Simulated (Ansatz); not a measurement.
Theory: Ansatz, DFT PBE, scalar-relativistic, plane waves, PAW. Settings: cutoff 420 eV, Γ-centred meshes spaced at most about 0.3 Å⁻¹ (2π included), Gaussian smearing. No spin polarisation.

Each guess is relaxed in cell and atoms at zero pressure, on a coarse mesh first where it starts far from rest and then on a converged one. The steps can't lower the symmetry of the start, but it can rise. Energies are static (0 K, no zero-point motion).

Two unrelaxed guesses for HfSi₃O₈:

A.

```cif
data_structure
_symmetry_space_group_name_H-M 'P-4m2'
_symmetry_Int_Tables_number 115
_cell_length_a 4.6009
_cell_length_b 4.6009
_cell_length_c 6.5066
_cell_angle_alpha 90.000
_cell_angle_beta 90.000
_cell_angle_gamma 90.000
_cell_volume 137.73
loop_
_atom_site_label
_atom_site_type_symbol
_atom_site_symmetry_multiplicity
_atom_site_Wyckoff_symbol
_atom_site_fract_x
_atom_site_fract_y
_atom_site_fract_z
_atom_site_occupancy
Hf1 Hf 1 b 0.50000 0.50000 0.00000 1
Si1 Si 1 d 0.00000 0.00000 0.50000 1
Si2 Si 2 g 0.50000 0.00000 0.25000 1
O1 O 4 j 0.25000 0.00000 0.37500 1
O2 O 4 k 0.75000 0.50000 0.87500 1
```

B.

```cif
data_structure
_symmetry_space_group_name_H-M 'P-4m2'
_symmetry_Int_Tables_number 115
_cell_length_a 4.6009
_cell_length_b 4.6009
_cell_length_c 6.5066
_cell_angle_alpha 90.000
_cell_angle_beta 90.000
_cell_angle_gamma 90.000
_cell_volume 137.73
loop_
_atom_site_label
_atom_site_type_symbol
_atom_site_symmetry_multiplicity
_atom_site_Wyckoff_symbol
_atom_site_fract_x
_atom_site_fract_y
_atom_site_fract_z
_atom_site_occupancy
Hf1 Hf 1 d 0.00000 0.00000 0.50000 1
Si1 Si 2 g 0.50000 0.00000 0.75000 1
Si2 Si 1 b 0.50000 0.50000 0.00000 1
O1 O 4 j 0.75000 0.00000 0.62500 1
O2 O 4 k 0.25000 0.50000 0.12500 1
```

Question: Where do they end, and which end is lower?

Answer: Both fall into one structure. A: P-4m2 at 11.5 Å³/atom → P-4m2 at 20.1 Å³/atom; B: P-4m2 at 11.5 Å³/atom → P-4m2 at 20.1 Å³/atom. Conventional cell: a = 5.501 Å, c = 7.986 Å. Hf is surrounded by 4 O at 1.93 Å; Si on a site of symmetry 2mm is surrounded by 4 O at 1.62–1.63 Å; around Si on a site of symmetry -4m2 lie 4 O at 1.63 Å; O on its first site has 1 Si at 1.62 Å and 1 Hf at 1.93 Å; 1 more site not described.

```yaml
crystal:
  lattice:
    - [5.50146, 0.00000, 0.00000]
    - [0.00000, 5.50146, 0.00000]
    - [0.00000, 0.00000, 7.98639]
  atoms:
    - { symbol: Hf, position: [0.00000, 0.00000, 0.50000] }
    - { symbol: Si, position: [0.50000, 0.00000, 0.77929] }
    - { symbol: Si, position: [0.00000, 0.50000, 0.22071] }
    - { symbol: Si, position: [0.50000, 0.50000, 0.00000] }
    - { symbol: O, position: [0.73377, 0.00000, 0.65662] }
    - { symbol: O, position: [0.24906, 0.50000, 0.10909] }
    - { symbol: O, position: [0.26623, 0.00000, 0.65662] }
    - { symbol: O, position: [0.75094, 0.50000, 0.10909] }
    - { symbol: O, position: [0.00000, 0.26623, 0.34338] }
    - { symbol: O, position: [0.50000, 0.75094, 0.89092] }
    - { symbol: O, position: [0.00000, 0.73377, 0.34338] }
    - { symbol: O, position: [0.50000, 0.24906, 0.89092] }
```

Cells without such a test can be saddle points. Shaken at random and relaxed again, the end of A falls into a cell with space group C2 (No. 5), 13 meV/atom lower and the lowest form computed, so it is a saddle point or a shallow minimum. These runs have no spin–orbit coupling, which can matter for Hf. Some structure types and database cells were kept out of the candidates from the start, so a known form may be missing.
